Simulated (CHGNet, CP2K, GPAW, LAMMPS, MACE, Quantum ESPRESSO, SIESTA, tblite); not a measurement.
# Quantum ESPRESSO on glassy 68SiO2-14MgO-11ZnO-7BaO (mol %) (75 atoms): settings compared

How far do other settings of Quantum ESPRESSO move the forces in glassy 68SiO2-14MgO-11ZnO-7BaO (mol %) (75 atoms)? One run of the same program serves as the yardstick.

Main program and level: Quantum ESPRESSO 7.5; the method is named at each step.

### 1. Starting point

The cell holds 75 atoms: 19 Si, 4 Mg, 3 Zn, 2 Ba and 47 O. Cell: a = 9.925 Å, b = 9.925 Å, c = 9.925 Å, α = 90.0°, β = 90.0°, γ = 90.0°. 75 atoms (19 Si, 4 Mg, 3 Zn, 2 Ba, 47 O) placed at random at 3.15 g/cm³, melted at 4000 K for 10 ps at fixed volume with the Morse and Coulomb pair potential with partial charges (Pedone, Malavasi, Menziani, Cormack and Segre, J. Phys. Chem. B 110, 11780 (2006)). Quenched from 4000 K to 300 K at 25 K/ps and fixed volume, held 5 ps, then minimised at fixed cell.

The yardstick, on the same geometry:

* method: Kohn-Sham DFT, PBE, SSSP efficiency 1.3.0 pseudopotentials, plane waves (Quantum ESPRESSO 7.5); sssp-pbe-1.3.0-efficiency, cutoffs 60/480 Ry, Γ point
* r.m.s. force component: 0.9872 eV/Å
* longest force: 3.172 eV/Å
* pressure: 6.011 GPa
* gap (highest filled to lowest empty level): 3.666 eV
* time: 4.2 min on 4 MPI ranks of Intel Xeon Platinum 8259CL at 2.50GHz (Skylake/Cascade Lake), shared host
* CPU time: 17 min

### 2. PBE, gbrv-1.5, 40/200 Ry

Method: Kohn-Sham DFT, PBE, GBRV 1.5 ultrasoft pseudopotentials, plane waves.

pw.in reads:

```
&control
  calculation = 'scf'
  pseudo_dir = './pseudo'
  outdir = './tmp'
  disk_io = 'none'
  tprnfor = .true.
  tstress = .true.
/
&system
  ibrav = 0
  nat = 75
  ntyp = 5
  ecutwfc = 40
  ecutrho = 200
  nosym = .true.
  occupations = 'smearing'
  smearing = 'fd'
  degauss = 0.003675
/
&electrons
  conv_thr = 3.8e-07
  electron_maxstep = 100
  mixing_beta = 0.4
  mixing_mode = 'plain'
  diagonalization = 'david'
/
ATOMIC_SPECIES
Si 28.085 Si.upf
Mg 24.305 Mg.upf
Zn 65.380 Zn.upf
Ba 137.327 Ba.upf
O 15.999 O.upf
CELL_PARAMETERS angstrom
9.92530 0.00000 0.00000
0.00000 9.92530 0.00000
0.00000 0.00000 9.92530
ATOMIC_POSITIONS crystal
Si 0.40140 0.43575 0.71092
Si 0.81528 0.81607 0.54513
Si 0.36487 0.33702 0.00327
Si 0.58592 0.01721 0.44424
Si 0.58295 0.88899 0.89386
Si 0.71658 0.60514 0.93370
Si 0.98643 0.30269 0.55340
Si 0.21002 0.65800 0.83609
Si 0.46531 0.72687 0.34970
Si 0.37770 0.30344 0.41588
Si 0.88055 0.96804 0.80138
Si 0.61906 0.58469 0.57369
Si 0.20854 0.07194 0.49210
Si 0.87216 0.32274 0.10734
Si 0.93359 0.80285 0.06445
Si 0.28939 0.94848 0.77191
Si 0.95477 0.47599 0.82756
Si 0.26463 0.60327 0.13682
Si 0.10368 0.39168 0.28057
Mg 0.09253 0.19427 0.88911
Mg 0.70034 0.29673 0.39767
Mg 0.58698 0.48060 0.19415
Mg 0.66772 0.88426 0.21990
Zn 0.60616 0.12825 0.11566
Zn 0.86405 0.54692 0.36986
Zn 0.00701 0.85382 0.31560
Ba 0.68181 0.24949 0.77577
Ba 0.28627 0.99203 0.14683
O 0.26671 0.00629 0.62458
O 0.24866 0.35648 0.33182
O 0.56477 0.11408 0.56134
O 0.93562 0.11393 0.80096
O 0.64244 0.48614 0.00089
O 0.71378 0.96512 0.82961
O 0.44678 0.91920 0.81448
O 0.07417 0.78971 0.13686
O 0.01582 0.41627 0.42286
O 0.22450 0.04422 0.88054
O 0.93936 0.88402 0.92584
O 0.92811 0.38716 0.96398
O 0.62307 0.09046 0.30620
O 0.36678 0.35864 0.57265
O 0.48286 0.88702 0.38541
O 0.21728 0.80254 0.77523
O 0.54944 0.49884 0.68727
O 0.37463 0.47512 0.10064
O 0.26662 0.66738 0.98910
O 0.20863 0.32093 0.98253
O 0.29956 0.55299 0.75002
O 0.33533 0.14436 0.41240
O 0.80858 0.54459 0.80999
O 0.44114 0.21916 0.07276
O 0.33777 0.69046 0.25610
O 0.84605 0.24260 0.52182
O 0.48903 0.64108 0.48229
O 0.10613 0.19515 0.53613
[... 15 atom lines left out ...]
O 0.56894 0.93977 0.04861
O 0.70255 0.71673 0.60796
O 0.83757 0.67347 0.03070
O 0.89769 0.88788 0.66157
K_POINTS gamma
```

Command:

```bash
> OMP_NUM_THREADS=1 mpirun -np 2 pw.x -in pw.in > output.txt
```

The log of the run:

```text
Program PWSCF
     gamma-point specific algorithms are used
     Parallelization info
     sticks:   dense  smooth     PW     G-vecs:    dense   smooth      PW
     Min        2810    2242    557               157798   112766   14128
     Max        2811    2243    560               157803   112769   14129
     Sum        5621    4485   1117               315601   225535   28257
     bravais-lattice index     =            0
     lattice parameter (alat)  =      18.7561  a.u.
     unit-cell volume          =    6598.2312 (a.u.)^3
     number of atoms/cell      =           75
     number of atomic types    =            5
     number of electrons       =       478.00
     number of Kohn-Sham states=          287
     kinetic-energy cutoff     =      40.0000  Ry
     charge density cutoff     =     200.0000  Ry
     scf convergence threshold =      3.8E-07
     mixing beta               =       0.4000
     number of iterations used =            8  plain     mixing
     Exchange-correlation= SLA  PW   PBE  PBE
                           (   1   4   3   4   0   0   0)
     crystal axes: (cart. coord. in units of alat)
               a(1) = (   1.000000   0.000000   0.000000 )
               a(2) = (   0.000000   1.000000   0.000000 )
               a(3) = (   0.000000   0.000000   1.000000 )
     reciprocal axes: (cart. coord. in units 2 pi/alat)
               b(1) = (  1.000000  0.000000  0.000000 )
               b(2) = (  0.000000  1.000000  0.000000 )
               b(3) = (  0.000000  0.000000  1.000000 )
     PseudoPot. # 1 for Si:
     Pseudo is Ultrasoft + core correction, Zval =  4.0
     PseudoPot. # 2 for Mg:
     Pseudo is Ultrasoft, Zval = 10.0
     PseudoPot. # 3 for Zn:
     Pseudo is Ultrasoft, Zval = 20.0
     PseudoPot. # 4 for Ba:
     Pseudo is Ultrasoft + core correction, Zval = 10.0
     PseudoPot. # 5 for O :
     Pseudo is Ultrasoft + core correction, Zval =  6.0
     atomic species   valence    mass     pseudopotential
     Si                4.00    28.08500     Si( 1.00)
     Mg               10.00    24.30500     Mg( 1.00)
     Zn               20.00    65.38000     Zn( 1.00)
     Ba               10.00   137.32700     Ba( 1.00)
     O                 6.00    15.99900     O ( 1.00)
     No symmetry found
   Cartesian axes
     number of k points=     1  Fermi-Dirac smearing, width (Ry)=  0.0037
                       cart. coord. in units 2pi/alat
        k(    1) = (   0.0000000   0.0000000   0.0000000), wk =   2.0000000
     Dense  grid:   157801 G-vectors     FFT dimensions: (  90,  90,  90)
     Smooth grid:   112768 G-vectors     FFT dimensions: (  75,  75,  75)
     Check: negative core charge=   -0.000002
     Initial potential from superposition of free atoms
     starting charge     476.7558, renormalised to     478.0000
     negative rho (up, down):  1.910E-01 0.000E+00
     Starting wfcs are  349 randomized atomic wfcs
     Self-consistent Calculation
     iteration #  1     ecut=    40.00 Ry     beta= 0.40
     negative rho (up, down):  1.864E-01 0.000E+00
     total energy              =   -3729.80251434 Ry
     estimated scf accuracy    <      19.78240269 Ry
     iteration #  2     ecut=    40.00 Ry     beta= 0.40
     negative rho (up, down):  1.834E-01 0.000E+00
     total energy              =   -3734.10824400 Ry
     estimated scf accuracy    <       0.82229642 Ry
     iteration #  3     ecut=    40.00 Ry     beta= 0.40
     negative rho (up, down):  1.808E-01 0.000E+00
     total energy              =   -3734.15303419 Ry
     estimated scf accuracy    <       0.24257404 Ry
     iteration #  4     ecut=    40.00 Ry     beta= 0.40
     negative rho (up, down):  1.786E-01 0.000E+00
     total energy              =   -3734.17434966 Ry
     estimated scf accuracy    <       0.04353742 Ry
     iteration #  5     ecut=    40.00 Ry     beta= 0.40
     negative rho (up, down):  1.783E-01 0.000E+00
     total energy              =   -3734.17576789 Ry
     estimated scf accuracy    <       0.00590692 Ry
     iteration #  6     ecut=    40.00 Ry     beta= 0.40
[...]
total energy              =   -3734.17699705 Ry
     estimated scf accuracy    <       0.00030543 Ry
     iteration #  7     ecut=    40.00 Ry     beta= 0.40
[...]
total energy              =   -3734.17709967 Ry
     estimated scf accuracy    <       0.00014155 Ry
     iteration #  8     ecut=    40.00 Ry     beta= 0.40
[...]
total energy              =   -3734.17713280 Ry
     estimated scf accuracy    <       0.00000695 Ry
     iteration #  9     ecut=    40.00 Ry     beta= 0.40
[...]
total energy              =   -3734.17713410 Ry
     estimated scf accuracy    <       0.00000253 Ry
     iteration # 10     ecut=    40.00 Ry     beta= 0.40
     negative rho (up, down):  1.779E-01 0.000E+00
     End of self-consistent calculation
          k = 0.0000 0.0000 0.0000 ( 14129 PWs)   bands (ev):
  -119.4325-119.0123-118.8494 -73.6709 -73.6382 -73.5752 -73.2336 -73.2299
   -73.1701 -73.1180 -73.0281 -72.9939 -69.1325 -69.0075 -68.9586 -68.7807
   -35.9606 -35.9034 -35.8500 -35.8472 -35.8030 -35.7904 -35.7305 -35.7257
   -35.6254 -35.5880 -35.5629 -35.5238 -21.5970 -21.2373 -15.9473 -15.6760
   -15.5959 -15.4817 -15.3470 -15.2811 -15.1044 -14.9464 -14.8827 -14.8452
   -14.6391 -14.6011 -14.4820 -14.4244 -14.3245 -14.2916 -14.2478 -14.1078
   -14.0779 -13.9895 -13.9651 -13.9140 -13.8272 -13.8036 -13.6866 -13.6535
[...]
11.5404  11.6735  11.7325  11.7769  11.8478  11.9049  12.0936  12.1077
    12.1656  12.2364  12.2774  12.4181  12.5056  12.5950  12.6076  12.7047
    12.7642  12.8620  12.8943  12.9443  13.0766  13.1087  13.1267  13.2313
    13.2446  13.3064  13.3353  13.4440  13.4961  13.5664  13.5871
     the Fermi energy is     5.7109 ev
!    total energy              =   -3734.17713475 Ry
     estimated scf accuracy    <       0.00000011 Ry
     smearing contrib. (-TS)   =      -0.00000000 Ry
     internal energy E=F+TS    =   -3734.17713475 Ry
     The total energy is F=E-TS. E is the sum of the following terms:
     one-electron contribution =   -3079.98841916 Ry
     hartree contribution      =    1761.07889837 Ry
     xc contribution           =    -684.99055388 Ry
     ewald contribution        =   -1730.27706008 Ry
     convergence has been achieved in  10 iterations
     negative rho (up, down):  1.779E-01 0.000E+00
     Forces acting on atoms (cartesian axes, Ry/au):
     atom    1 type  1   force =    -0.03125399    0.01767592   -0.00583666
     atom    2 type  1   force =    -0.06658358   -0.01635456   -0.00089665
     atom    3 type  1   force =    -0.06552299    0.06585541   -0.01796456
     atom    4 type  1   force =     0.00850074   -0.09469494   -0.00234971
     atom    5 type  1   force =     0.04949582   -0.01983651    0.01216651
     atom    6 type  1   force =     0.07424477    0.05837519    0.04135253
[...]
atom   73 type  5   force =     0.00476764    0.01187728    0.06257849
     atom   74 type  5   force =    -0.00097025   -0.03453070    0.01031477
     atom   75 type  5   force =     0.05112333   -0.00304849   -0.00662218
     Total force =     0.563479     Total SCF correction =     0.000984
     Computing stress (Cartesian axis) and pressure
     negative rho (up, down):  1.779E-01 0.000E+00
          total   stress  (Ry/bohr**3)                   (kbar)     P=       61.07
   0.00046142  -0.00009874  -0.00003695           67.88      -14.52       -5.44
  -0.00009874   0.00046430  -0.00018201          -14.52       68.30      -26.77
  -0.00003695  -0.00018201   0.00031973           -5.44      -26.77       47.03
     Message from routine punch:
     Nothing written, as per user request (disk_io='none')
```

Run time: 2.5 min. Hardware: 2 MPI ranks of Intel Xeon Platinum 8259CL at 2.50GHz (Skylake/Cascade Lake), shared host; peak memory 1.4 GiB; 5.1 min of CPU time.

Banners, paths, timers and routine set-up lines are dropped from the logs unmarked, and long logs keep their key lines alone; longer cuts are marked.

Compared with the plane-wave run:

```
r.m.s. force component                           : 0.9658 eV/Å
r.m.s. difference of force components            : 32.45 meV/Å
longest difference of force vectors              : 139.6 meV/Å
force difference over r.m.s. force               : 3.287 %
slope of forces against the reference's          : 0.9781
correlation of force components                  : 0.9997
gap (highest filled to lowest empty level) : 3.691 eV
gap difference                                   : 0.0252 eV
pressure                                         : 6.107 GPa
pressure difference                              : 0.0963 GPa
```

Length of the force difference by element (eV/Å):

```csv
element,atoms,mean,most
Ba,2,0.0053,0.0054
Mg,4,0.021,0.029
O,47,0.050,0.14
Si,19,0.041,0.080
Zn,3,0.013,0.021
```

Levels nearest the highest filled one (eV from it): -0.64, -0.61, -0.56, -0.53, -0.42, -0.38, -0.26, -0.22, -0.19, -0.09, -0.02, 0.00, 3.69, 4.88, 5.37, 5.52, 5.57, 5.75, 5.80, 6.05, 6.15, 6.26, 6.37, 6.46.

A closer look about O72, which has 4 bonded neighbours where the commonest count for O is 3: 12 atoms, nearest first, numbered in the order of the input, with positions taken from that point.

```csv
atom,x,y,z,distance (Å),bonds,Fx,Fy,Fz (eV/Å)
O72,0.00,0.00,0.00,0.00,4,-0.47,0.51,1.26
Si5,0.14,-0.50,-1.54,1.62,4,1.27,-0.51,0.31
Zn24,0.37,1.87,0.67,2.02,4,0.11,0.71,-0.42
Mg23,0.98,-0.55,1.70,2.04,6,0.26,-1.03,0.12
O61,0.53,-2.07,-1.48,2.60,2,-1.04,0.00,-0.88
O34,1.44,0.25,-2.17,2.62,3,-0.29,1.24,-0.61
O35,-1.21,-0.20,-2.32,2.63,2,-0.25,0.19,-0.81
O41,0.54,1.50,2.56,3.01,4,0.66,0.62,-1.58
Ba28,-2.81,0.52,0.97,3.02,8,-0.07,0.08,-0.19
O52,-1.27,2.77,0.24,3.06,3,1.31,-1.85,1.06
O60,2.84,-0.53,1.30,3.17,3,-0.93,1.06,1.05
O69,0.25,-2.46,2.05,3.21,3,0.65,-0.33,-0.92
```

Forces lie 3.3 % from the reference's, at 0.30 times its CPU time (on 2 against 4 cores).

### 3. Summary of results

| Property | Result |
| --- | --- |
| force difference from the reference | QE PBE, gbrv-1.5, 40/200 Ry, 3.3 % |
| its CPU time | 5.1 min |

What this shows: PBE on plane waves or a grid with other potentials, cutoffs or grids differs from the reference by 3.3 % (QE PBE, gbrv-1.5, 40/200 Ry) of the r.m.s. force; this holds the reference's own error, so differences of a few per cent don't tell which side is nearer the exact PBE result. One electronic-structure run takes under half the reference's CPU time: QE PBE, gbrv-1.5, 40/200 Ry, at 3.3 % in 5.1 min against 17 min. At the same functional, the gap of QE PBE, gbrv-1.5, 40/200 Ry lies 0.03 eV above the reference's 3.67 eV. The potentials hold different valence shells: 446 electrons in the reference, 478 in Quantum ESPRESSO with GBRV; this bears on time and differences. The reference's pressure holds the uncorrected Pulay stress of its 60 Ry basis, so small pressure differences, and their order, may be the reference's own error. The quench rate of 25 K/ps is many orders above laboratory rates, so the cell is likely richer in defects and strain than a real sample. The network of bonds at the start is that of the classical potential that made the cell, and needn't be the one that DFT or experiment would give. The reference's pressure of 6.0 GPa belongs to a cell and atoms that aren't relaxed at this level. The electronic-structure runs sample only Γ, in a cell whose shortest periodic width is 10 Å. Spin–orbit coupling is left out, which matters for the levels of the heavy elements.

[Also dropped from logs without a mark: logging warnings of Python, and SIESTA's first energy breakdown and zero terms.]

[Logs are printed without paths, hosts, clocks, repeated set-up lines and the standing remarks that a program may print on its own settings, such as how far it seeks lower states.]

[Hosts, paths, dates, database ids (printed as entryN), source tags and the programs' standing remarks are cut or masked in the printed files.]
